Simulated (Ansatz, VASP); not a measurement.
C in VASP and in Ansatz

INCAR

```
PREC     = Accurate       # precision mode
ENCUT    = 600            # plane-wave cutoff, eV
EDIFF    = 1E-6           # SCF threshold, eV
ISMEAR   = 0              # smearing method
SIGMA    = 0.1            # smearing width, eV
LREAL    = False          # projectors in reciprocal space
LASPH    = True           # aspherical terms in the spheres
NELM     = 100            # most SCF steps
ALGO     = Normal         # electronic algorithm
ISIF     = 3              # what is computed and relaxed
LWAVE    = False          # write WAVECAR
LCHARG   = False          # write CHGCAR
GGA      = PE             # functional
IBRION   = 2              # ionic algorithm
NSW      = 90             # ionic steps
EDIFFG   = -0.04          # ionic threshold
```

KPOINTS

```
regular mesh
0
Gamma
  4 4 4
```

POSCAR

```
C
1.0
    0.0000000000      4.0143026400      4.0143026400
    4.0143026400      0.0000000000      4.0143026400
    4.0143026400      4.0143026400      0.0000000000
C
8
Direct
    0.8062530200      0.0645823300      0.0645823300
    0.1854176700      0.1854176700      0.1854176700
    0.1854176700      0.1854176700      0.4437469800
    0.1854176700      0.4437469800      0.1854176700
    0.0645823300      0.8062530200      0.0645823300
    0.0645823300      0.0645823300      0.0645823300
    0.0645823300      0.0645823300      0.8062530200
    0.4437469800      0.1854176700      0.1854176700
```

Input for Ansatz:

```yaml
crystal:
  lattice:
    - [0.0, 4.01430264, 4.01430264]
    - [4.01430264, 0.0, 4.01430264]
    - [4.01430264, 4.01430264, 0.0]
  atoms:
    - { symbol: C, position: [0.80625302, 0.06458233, 0.06458233] }
    - { symbol: C, position: [0.18541767, 0.18541767, 0.18541767] }
    - { symbol: C, position: [0.18541767, 0.18541767, 0.44374698] }
    - { symbol: C, position: [0.18541767, 0.44374698, 0.18541767] }
    - { symbol: C, position: [0.06458233, 0.80625302, 0.06458233] }
    - { symbol: C, position: [0.06458233, 0.06458233, 0.06458233] }
    - { symbol: C, position: [0.06458233, 0.06458233, 0.80625302] }
    - { symbol: C, position: [0.44374698, 0.18541767, 0.18541767] }
basis:
  ecutwfc: 420
kpoints:
  mp_grid: { grid: [4, 4, 4] }
hamiltonian:
  xc: pbe
scf:
  occupations: { method: gaussian, width: 0.1 }
  lower_state_search: "off"
output:
  forces: true
  stress: true
  eigenvalues: true
relax:
  adjacent_minimum: "off"
  f_tol: 0.04
  max_steps: 70
  cell: { stress_tol: 0.4 }
```

Alike in both runs: task relaxation of cell and atoms; functional PBE; k mesh 4 × 4 × 4; occupations gaussian, width 0.1 eV; no spin polarisation.

|  | VASP | Ansatz |
| --- | --- | --- |
| version | VASP 6.6.1 | Ansatz 0.2.0 |
| potentials or method | VASP PAW PBE potentials, release 64 (C) | scalar-relativistic, plane waves, PAW |
| plane-wave cutoff (eV) | 600 | 420 |
| valence electrons in the cell | 32 | 32 |

Ansatz gave:

```
gap on the k mesh at the Fermi level, each at its own relaxed structure (eV) : 2.29
relaxed volume (Å³/atom)                                                     : 13.28
relaxed cell length with the largest relative difference (Å)                 : 5.317
energy change over the relaxation (meV/atom)                                 : -418
```

What did VASP give for the same quantities?

gap on the k mesh at the Fermi level, each at its own relaxed structure (eV): 2.25; relaxed volume (Å³/atom): 13.23; relaxed cell length with the largest relative difference (Å): 5.309; energy change over the relaxation (meV/atom): -429.

Caveats: the volume moved by over 15 % at a fixed basis, so the end points are rough (VASP).
